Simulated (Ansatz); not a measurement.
# ZnS with hydrogen replacing S: what each run costs

ZnS with hydrogen replacing S, neutral cell. Cell: 48 atoms, space group P1, a = 7.622 Å, b = 11.433 Å, c = 12.468 Å, α = 90.00°, β = 90.00°, γ = 120.00°.

All runs are DFT with Ansatz 0.2.0 on 4 threads of Arm Neoverse V1 (aarch64; 8 cores open to the job, memory cap 10.0 GiB, no GPU), a shared host.

Question: Rank the runs by wall time, shortest first.
A. single point at relaxed positions, r2SCAN, collinear spin, 500 eV, 3×2×2 k-points, smearing 0.01 eV
B. single point, PBE, collinear spin, 420 eV, 3×2×2 k-points, smearing 0.01 eV
C. relaxation of the ions, PBE, collinear spin, 420 eV, 3×2×2 k-points, smearing 0.01 eV

Answer: B (5.5 min, 5.9 GiB), A (10 min, 8.5 GiB), C (39 min, 6.9 GiB).
